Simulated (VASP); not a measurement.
# Cs2HgSe2: NMR shieldings, part 3 of 5

What are the shielding tensors of Cs2HgSe2? The cell has space group Pbam. The start is a cell from a database of measured crystal structures.

VASP 6.6.1, plane waves and PAW; the level of theory is named at each step.

So far. Step 2 (Relaxation): At PBEsol, with these data sets, the largest force is down to 0.0070 eV/Å. Step 3 (Ground state): The cell has a gap of 1.93 eV on this mesh. Spin-orbit coupling is left out, which can shift or reorder these edges. Forces of up to 0.23 eV/Å remain in these settings.

### Step 4. Shielding tensors (continued)

Level of this step: chemical shifts by linear response (GIPAW), PBE; plane waves and PAW (Hg, Cs_sv, Se) (VASP).

OUTCAR, selected parts (step 4):

```text
 Found     60 irreducible k-points:

   k-points           NKPTS =     60   k-points in BZ     NKDIM =     60   number of bands    NBANDS=     52

   dimension x,y,z NGX =    48 NGY =   64 NGZ =   28
   dimension x,y,z NGXF=    96 NGYF=  128 NGZF=   56

   ENCUT  =  330.0 eV  24.25 Ry    4.92 a.u.  12.12 15.30  6.98*2*pi/ulx,y,z

   NELECT =      84.0000    total number of electrons

  Total        4.8857357      3.1521501      2.8936970     -0.0000000      0.0000000      0.0000000
  in kB       19.6511018     12.6783818     11.6388478     -0.0000000      0.0000000      0.0000000
  external PRESSURE =      14.6561105 kB  Pullay stress =       0.0000000 kB

  energy-cutoff  :      330.00
  volume of cell :      398.34
      direct lattice vectors                 reciprocal lattice vectors
     8.184900000  0.000000000  0.000000000     0.122176203  0.000000000  0.000000000
     0.000000000 10.330200000  0.000000000     0.000000000  0.096803547  0.000000000
     0.000000000  0.000000000  4.711200000     0.000000000  0.000000000  0.212260146

 POSITION                                       TOTAL-FORCE (eV/Angst)
 -----------------------------------------------------------------------------------
      4.09245      5.16510      0.00000         0.000000      0.000000      0.000000
      0.00000      0.00000      0.00000         0.000000      0.000000      0.000000
      3.21030      8.60998      2.35560        -0.019437     -0.025495     -0.000000
      4.97460      1.72022      2.35560         0.019437      0.025495      0.000000
      7.30275      6.88532      2.35560        -0.019437      0.025495     -0.000000
      0.88215      3.44488      2.35560         0.019437     -0.025495      0.000000
      1.86435      6.14564      0.00000        -0.209350      0.102446      0.000000
      6.32055      4.18456      0.00000         0.209350     -0.102446      0.000000
      5.95680      9.34966      0.00000        -0.209350     -0.102446      0.000000
      2.22810      0.98054      0.00000         0.209350      0.102446      0.000000
 -----------------------------------------------------------------------------------
    total drift:                                0.000000     -0.000000     -0.000000

 Electric field gradients after diagonalization (V/A^2)
 (convention: |V_zz| > |V_xx| > |V_yy|)
----------------------------------------------------------------------
 ion       V_xx      V_yy      V_zz     asymmetry (V_yy - V_xx)/ V_zz
----------------------------------------------------------------------
   1     396.295   382.361  -778.655       0.018
   2     396.295   382.361  -778.655       0.018
   3     -45.270   -22.255    67.525       0.341
   4     -45.270   -22.255    67.525       0.341
   5     -45.270   -22.255    67.525       0.341
   6     -45.270   -22.255    67.525       0.341
   7    -174.538  -167.747   342.285       0.020
   8    -174.538  -167.747   342.285       0.020
   9    -174.538  -167.747   342.285       0.020
  10    -174.538  -167.747   342.285       0.020
----------------------------------------------------------------------

  ORBITAL MAGNETIC SUSCEPTIBILITY, excluding core contribution
 -------------------------------------------------------------
  Approximate magnetic susceptibility, pGv (10^-6 cm^3/mole)
     1       -245.282651          0.000000          0.000000
     2          0.000000       -232.424594          0.000000
     3          0.000000          0.000000       -231.658066
 -------------------------------------------------------------
  Approximate magnetic susceptibility, vGv (10^-6 cm^3/mole)
     1       -225.935741          0.000000          0.000000
     2          0.000000       -218.841582          0.000000
     3          0.000000          0.000000       -219.142963

  CSA tensor (J. Mason, Solid State Nucl. Magn. Reson. 2, 285 (1993))
  for chemical shielding  (including the isotropic core contribution)

  BDIR labels direction of applied magnetic field (i.e. B0)
  For BDIR==1, B0 along x-axis, etc.
  Induced field listed along cartesian directions for each BDIR
 ------------------------------------------------------------------------------------------
                 EXCLUDING G=0 CONTRIBUTION              INCLUDING G=0 CONTRIBUTION
 ------------------------------------------------------------------------------------------
  ion  BDIR            X           Y           Z                X           Y           Z
          (   iso_shield        span        skew ) (   iso_shield        span        skew )
 ------------------------------------------------------------------------------------------
    1     1    9643.3673  -2170.5719      0.0000        9655.4743  -2170.5719      0.0000
          2   -2162.4058   5794.7383      0.0000       -2162.4058   5806.3962      0.0000
          3       0.0000      0.0000   4788.9044           0.0000      0.0000   4800.5355
          (    6742.3367   5827.8475      0.9889 ) (    6754.1353   5828.2479      0.9888 )

    2     1    9643.3673   2170.5719      0.0000        9655.4743   2170.5719      0.0000
          2    2162.4058   5794.7383      0.0000        2162.4058   5806.3962      0.0000
          3       0.0000      0.0000   4788.9044           0.0000      0.0000   4800.5355
          (    6742.3367   5827.8475      0.9889 ) (    6754.1353   5828.2479      0.9888 )

    3     1    5056.2786     28.6141      0.0000        5068.3855     28.6141      0.0000
          2      46.0021   5086.1566      0.0000          46.0021   5097.8145      0.0000
          3       0.0000      0.0000   4995.0584           0.0000      0.0000   5006.6896
          (    5045.8312    116.3471      0.3817 ) (    5057.6299    116.5155      0.3768 )

    4     1    5056.2786     28.6141      0.0000        5068.3855     28.6141      0.0000
          2      46.0021   5086.1566      0.0000          46.0021   5097.8145      0.0000
          3       0.0000      0.0000   4995.0584           0.0000      0.0000   5006.6896
          (    5045.8312    116.3471      0.3817 ) (    5057.6299    116.5155      0.3768 )

    5     1    5056.2786    -28.6141     -0.0000        5068.3855    -28.6141     -0.0000
          2     -46.0021   5086.1566     -0.0000         -46.0021   5097.8145     -0.0000
          3       0.0000      0.0000   4995.0584           0.0000      0.0000   5006.6896
          (    5045.8312    116.3471      0.3817 ) (    5057.6299    116.5155      0.3768 )

    6     1    5056.2786    -28.6141      0.0000        5068.3855    -28.6141      0.0000
          2     -46.0021   5086.1566      0.0000         -46.0021   5097.8145      0.0000
          3       0.0000      0.0000   4995.0584           0.0000      0.0000   5006.6896
          (    5045.8312    116.3471      0.3817 ) (    5057.6299    116.5155      0.3768 )

    7     1    1769.8772   -369.8284      0.0000        1781.9842   -369.8284      0.0000
          2    -352.8167   1031.7377      0.0000        -352.8167   1043.3957      0.0000
          3       0.0000      0.0000    901.1688           0.0000      0.0000    912.7999
          (    1234.2613   1032.9887      0.9674 ) (    1246.0599   1033.3097      0.9676 )

    8     1    1769.8772   -369.8284      0.0000        1781.9842   -369.8284      0.0000
          2    -352.8167   1031.7377      0.0000        -352.8167   1043.3957      0.0000
          3       0.0000      0.0000    901.1688           0.0000      0.0000    912.7999
          (    1234.2613   1032.9887      0.9674 ) (    1246.0599   1033.3097      0.9676 )

    9     1    1769.8772    369.8284      0.0000        1781.9842    369.8284      0.0000
          2     352.8167   1031.7377      0.0000         352.8167   1043.3957      0.0000
          3       0.0000      0.0000    901.1688           0.0000      0.0000    912.7999
          (    1234.2613   1032.9887      0.9674 ) (    1246.0599   1033.3097      0.9676 )

   10     1    1769.8772    369.8284      0.0000        1781.9842    369.8284      0.0000
          2     352.8167   1031.7377      0.0000         352.8167   1043.3957      0.0000
          3       0.0000      0.0000    901.1688           0.0000      0.0000    912.7999
          (    1234.2613   1032.9887      0.9674 ) (    1246.0599   1033.3097      0.9676 )
 ------------------------------------------------------------------------------------------

[... 4 parts as in an earlier step ...]

[... 2 further parts left out ...]
```

The atoms bear forces, and field gradients depend strongly on their positions. Spin-orbit coupling is left out, which changes shieldings on and beside heavy atoms by much.

Numbers from this step:

| Item | Value |
| --- | --- |
| free energy (TOTEN) | -26.48 eV |
| Fermi energy | 0.6725 eV |
| pressure | 1.466 GPa |

Valence and core; the G = 0 term is that of a spherical sample. NMR shielding, by row:

| atom | isotropic shielding (ppm) | span (ppm) | skew | isotropic shielding without the G = 0 term (ppm) |
| --- | --- | --- | --- | --- |
| Hg1 | 6754 | 5828 | 0.9888 | 6742 |
| Hg2 | 6754 | 5828 | 0.9888 | 6742 |
| Cs3 | 5058 | 116.5 | 0.3768 | 5046 |
| Cs4 | 5058 | 116.5 | 0.3768 | 5046 |
| Cs5 | 5058 | 116.5 | 0.3768 | 5046 |
| Cs6 | 5058 | 116.5 | 0.3768 | 5046 |
| Se7 | 1246 | 1033 | 0.9676 | 1234 |
| Se8 | 1246 | 1033 | 0.9676 | 1234 |
| Se9 | 1246 | 1033 | 0.9676 | 1234 |
| Se10 | 1246 | 1033 | 0.9676 | 1234 |

Ordered as |Vzz| ≥ |Vxx| ≥ |Vyy|, the program's way. Electric field gradients, by row:

| atom | Vxx (V/Å²) | Vyy (V/Å²) | Vzz (V/Å²) | asymmetry |
| --- | --- | --- | --- | --- |
| Hg1 | 396.3 | 382.4 | -778.7 | 0.018 |
| Hg2 | 396.3 | 382.4 | -778.7 | 0.018 |
| Cs3 | -45.27 | -22.25 | 67.53 | 0.341 |
| Cs4 | -45.27 | -22.25 | 67.53 | 0.341 |
| Cs5 | -45.27 | -22.25 | 67.53 | 0.341 |
| Cs6 | -45.27 | -22.25 | 67.53 | 0.341 |
| Se7 | -174.5 | -167.7 | 342.3 | 0.02 |
| Se8 | -174.5 | -167.7 | 342.3 | 0.02 |
| Se9 | -174.5 | -167.7 | 342.3 | 0.02 |
| Se10 | -174.5 | -167.7 | 342.3 | 0.02 |

[end of part 3 of 5]

[Lines on the potential files, build, host, timing and source positions are cut from VASP's logs without a mark.]

[Logs are printed without paths, hosts, clocks, repeated set-up lines and the standing remarks that a program may print on its own settings, such as how far it seeks lower states.]

[Hosts, paths, dates, database ids (printed as entryN), source tags and the programs' standing remarks are cut or masked in the printed files.]
